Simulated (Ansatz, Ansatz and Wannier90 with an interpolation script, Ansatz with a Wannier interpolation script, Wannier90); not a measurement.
Planning a run of Ansatz 0.2.0 on GaP (Imm2). The input:

```yaml
crystal:
  lattice:
    - [-1.9366779738, -2.7388762482, 1.9226689037]
    - [1.9366779738, -2.7388762482, 1.9226689037]
    - [0.0, 3.5e-09, 3.8453378024]
  atoms:
    - { symbol: Ga, position: [0.000449859, 0.000449859, -0.000449859] }
    - { symbol: P, position: [0.749550141, 0.749550141, 0.750449859] }
kpoints:
  mp_grid: { grid: [6, 6, 6] }
hamiltonian:
  xc: lda
scf:
  occupations: { method: fixed }
gw:
  n_empty_bands: 170
  ecut_chi: 150.0
  qp_bands: [v3, c2]
  screening: { model: contour_deformation }
```

```sh
ansatz run input.yaml --threads 8 --pin off --max-ram 18432MiB --backend cpu --events-out ev --progress --plain --runs-dir out
```

Estimate wall time and host memory on 8 threads of Intel Xeon 6975P-C (Granite Rapids), shared host.

It took 2 min; on shared hardware allow 61 s to 4.1 min. Peak host memory was 1.1 GiB. The sizes that set the cost: 813 plane waves a state, 46 irreducible k points, 179 bands summed, 169 plane waves in the screening and 6 SCF cycles.

The screening grows as filled bands × empty bands × pairs of k points, times the square of the screening basis for the matrix.

[Paths, hosts, dates, memory and timing lines, banners, echoed tables and standing remarks are left out of the program output.]

[Logs are printed without paths, hosts, clocks, repeated set-up lines and the standing remarks that a program may print on its own settings, such as how far it seeks lower states.]

[Runs of the session that timed out or met a known fault of the program may be left out.]

[Hosts, paths, dates, database ids (printed as entryN), source tags and the programs' standing remarks are cut or masked in the printed files.]
